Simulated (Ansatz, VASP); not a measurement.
# One calculation of Ge, two programs

```
Ge
1.0
     4.93094    0.00000    0.00000
    -2.46547    4.27032    0.00000
     0.00000    0.00000    2.76943
Ge
3
Direct
  0.00000 0.00000 0.00000
  0.33333 0.66667 0.50000
  0.66667 0.33333 0.50000
```

Alike in both runs: functional PBE; k mesh 8 × 8 × 10; occupations fermi-dirac, width 0.08 eV; no spin polarisation.

Ansatz relaxed the structure, and its values are those at the end. VASP's run is a single point on that final structure, the one shown.

|  | VASP | Ansatz |
| --- | --- | --- |
| version | VASP 6.6.1 | Ansatz 0.2.0 |
| potentials or method | VASP PAW PBE potentials, release 64 (Ge_d) | PAW with Ansatz's default frozen-core files, scalar-relativistic |
| plane-wave cutoff (eV) | 520 | 420 |
| valence electrons in the cell | 42 | 42 |

```csv
,VASP,Ansatz,Ansatz less VASP
pressure (GPa),0.0,0.0,0.00
```

The functional is the same, so the differences come from potentials, cutoffs and numerics.
